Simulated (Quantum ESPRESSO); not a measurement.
Zn:

```
Zn
1.0
     2.67000    0.00000    0.00000
    -1.33500    2.31229    0.00000
     0.00000    0.00000    4.96600
Zn
2
Direct
  0.66667 0.33333 0.75000
  0.33333 0.66667 0.25000
```

| Quantity | Value |
| --- | --- |
| Program | Quantum ESPRESSO 7.5 |
| Task | single point |
| Functional | PBEsol |
| Potentials or basis | GBRV 1.5 PBEsol |
| Cutoff | 762 eV |
| Density cutoff | 6095 eV |
| k mesh | 11 × 11 × 6 |
| Occupations | fermi-dirac, width 0.05 eV |
| Spin | no spin polarisation |

On this cell: pressure -5.6 GPa; largest force under 0.003 eV/Å; band gap on the k mesh none (metal or under the smearing width).

The same run follows on a disturbed copy (atoms moved at random, drawn with an rms of 0.05 Å):

```
Zn
1.0
     2.67000    0.00000    0.00000
    -1.33500    2.31229    0.00000
     0.00000    0.00000    4.96600
Zn
2
Direct
  0.66542 0.31974 0.74893
  0.32257 0.68013 0.25107
```

Q: What changes?

A: The energy (extrapolated to zero smearing) moves by +1.0 meV/atom; pressure -5.6 GPa; largest force 0.045 eV/Å; band gap on the k mesh none (metal or under the smearing width).

Forces on the atoms (eV/Å):
```
Zn  -0.026  0.031  0.020
Zn   0.026 -0.031 -0.020
```

Stress tensor (GPa, compression positive):
```
-5.52 -0.07 -0.01
-0.07 -5.67  0.01
-0.01  0.01 -5.51
```
